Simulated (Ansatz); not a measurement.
The system is C.

```
C
1.0
     0.00000    1.78337    1.78337
     1.78337    0.00000    1.78337
     1.78337    1.78337    0.00000
C
2
Cartesian
  0.8917 0.8917 0.8917
  3.5667 3.5667 3.5667
```

This isn't the form of C at room conditions, which is graphite.

Base run:

* Program: Ansatz 0.2.0
* Functional: LDA
* Potentials or basis: all-electron PAW datasets made for the crystal
* Cutoff: 600 eV
* Density cutoff: 2400 eV
* k mesh: 13 × 13 × 13
* Occupations: fixed
* Spin: no spin polarisation

Its results: band gap on the k mesh 4.11 eV, indirect (least direct gap 5.55 eV); pressure -13.0 GPa.

Question: The run is repeated on the same cell with these changes: functional from LDA to PBE; cutoff from 600 eV to 540 eV (chosen from the basis error); other keys from scf.mixing.preconditioner = kerker_dos to none. What comes out?

Answer: Band gap on the k mesh 4.15 eV, indirect (least direct gap 5.60 eV); pressure 1.8 GPa.

Caveats: an odd mesh through Γ misses points on the zone boundary, where band edges often lie.
